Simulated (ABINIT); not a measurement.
A run of ABINIT 10.8.3 (patched build) is set up as follows.

run.abi

```
# Datasets: one volume each
ndtset 7
getwfk -1
scalecart1 3*0.9795861087
scalecart2 3*0.9864848297
scalecart3 3*0.9932883884
scalecart4 3*1.0000000000
scalecart5 3*1.0066227096
scalecart6 3*1.0131594038
scalecart7 3*1.0196128224

# Pseudopotentials
pp_dirpath "./"
pseudos "In.GGA_PBE-JTH_sp.xml, As.GGA_PBE-JTH_sp.xml"

# Structure
acell 3*1.0 Angstrom
rprim
     0.0000000000     3.0180000000     3.0180000000
     3.0180000000     0.0000000000     3.0180000000
     3.0180000000     3.0180000000     0.0000000000
ntypat 2
znucl 49 33
natom 2
typat 1 2
xred
     0.0000000000     0.0000000000     0.0000000000
     0.7500000000     0.7500000000     0.7500000000

# Plane-wave basis
ecut 15.0
pawecutdg 30.0

# k points
kptopt 1
ngkpt 8 8 8
nshiftk 1
shiftk 0.0 0.0 0.0

# Exchange and correlation
ixc -109134

# Bands and occupations
nband 8
occopt 3
tsmear 0.00183747

# SCF cycle
nstep 100
tolvrs 1.0e-9

# Output
iomode 3
prtwf 1
prtden 0
prteig 0
prtebands 0
enunit 2
```

Potentials or basis: JTH PAW PBE v2.0 sp.

Run with:

```console
$ abinit run.abi > log 2>&1
```

Task: Predict the equilibrium volume.

Result: 29.97 Å³/atom (rough: see the caveat).

Task: Estimate the bulk modulus.

Result: 51 GPa (rough).

Energy against volume, from the lowest point:
```
volume (Å³/atom)  energy (meV/atom)
          25.840             115.92
          26.389              82.85
          26.939              55.85
          27.489              34.74
          28.039              18.73
          28.588               7.25
          29.138               0.00
```

Caveat: the cutoff is too short for stress, so the log's stress isn't used; pressures at fixed basis lie under the slope of the energies; the minimum lies outside the volumes run; the PAW data sets were made with another functional, which shifts forces and pressure a little; this set keeps more shells in the core, which shifts pressures and gaps; the atomic spheres overlap.
